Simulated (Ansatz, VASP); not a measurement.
Two plane-wave programs on MgS

```
Mg S
1.0
     4.43808    0.00000    0.00000
    -2.21904    3.49409    0.00000
     0.00000    0.00000    6.43229
Mg S
2 2
Cartesian
  2.2190 1.1647 3.1888
  0.0000 2.3294 6.4050
  0.0000 2.3294 2.4394
  2.2190 1.1647 5.6556
```

Change from the starting cell: strain +0.1000 x Voigt [1, 0, 0, 0, 0, 0], atoms carried along.

Alike in both runs: task single point; functional PBE; k mesh 6 × 6 × 4; occupations gaussian, width 0.05 eV; no spin polarisation.

|  | VASP | Ansatz |
| --- | --- | --- |
| version | VASP 6.6.1 | Ansatz 0.2.0 |
| potentials or method | VASP PAW PBE potentials, release 64 (Mg, S) | scalar-relativistic, plane waves, PAW |
| plane-wave cutoff (eV) | 520 | 420 |
| valence electrons in the cell | 16 | 32 |

|  | VASP | Ansatz | Ansatz less VASP |
| --- | --- | --- | --- |
| gap on the k mesh at the Fermi level (eV) | 2.86 | 2.88 | +0.012 |
| least direct gap on the mesh (eV) | 2.86 | 2.88 | +0.012 |
| pressure (GPa) | -3.5 | -3.3 | +0.15 |
| largest component of the traceless stress (GPa) | 3.95 | 3.93 | -0.018 |
| rms of the force components (eV/Å) | 0.218 | 0.219 | +0.0015 |

Atom by atom the forces differ by 0.002 eV/Å (rms over components). The two sets of potentials don't hold the same shells in valence.
